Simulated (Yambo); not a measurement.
GaN, 2 atoms in the cell. The structure is cubic, space group F-43m (No. 216). Conventional cell: a = 4.507 Å, b = 4.507 Å, c = 4.507 Å, α = 90.00°, β = 90.00°, γ = 90.00°. Around Ga (site symmetry -43m) lie 4 N at 1.95 Å. N (site symmetry -43m) has 4 Ga at 1.95 Å as nearest neighbours. The cell is a database's computed one.

```yaml
Program: Yambo 5.3.0
Task: optical spectrum by the Bethe-Salpeter equation
Functional: PBE
Potentials_or_basis: PseudoDojo 0.4.1 SR PBE standard
Cutoff: 1143 eV
Density_cutoff: 4572 eV
k_mesh: 6 × 6 × 6
Occupations: fixed
Spin: no spin polarisation
k_mesh_of_the_self-consistent_run: 10 × 10 × 10
Random_integration_of_the_Coulomb_term: yes
Direction_of_the_field_or_of_q_to_0: x
Broadening: 0.1 eV
Kernel: screened exchange
Terms_kept: resonant and antiresonant, uncoupled
Solver: diagonalisation
Correction_of_the_levels: scissor
Top_of_the_energy_range: 20 eV
Energy_points: 200
Scissor_shift: 0.51 eV
Bands_of_the_transition_space_first_last: "[8, 11]"
Bands_in_the_response: 34
Cutoff_of_the_response_matrix: 5 Ry
Cutoff_of_exchange_and_Vxc: 20 Ry
```

Potentials or basis: PseudoDojo 0.4.1 SR PBE standard.

Command:

```console
$ OMP_NUM_THREADS=1 pw.x -in scf.in > scf.out
$ OMP_NUM_THREADS=1 pw.x -in nscf.in > nscf.out
$ cd tmp/pwscf.save; p2y; mv SAVE ../..; cd ../..
$ OMP_NUM_THREADS=1 yambo
$ mkdir -p bse2; ln -s $PWD/g0w00/ndb.RIM bse2/
$ OMP_NUM_THREADS=1 yambo -F bse2.in -J bse2 -C bse2_out
$ OMP_NUM_THREADS=1 ypp -J bse2 -C bse2_out -e s -b 1
```

Hardware: 1 thread of Intel(R) Xeon(R) 6975P-C (Granite Rapids) (shared host).

Problem. Estimate the wall time of this run.

Solution. Run time: 58 s on 1 thread of Intel(R) Xeon(R) 6975P-C (Granite Rapids), with other jobs on the host.
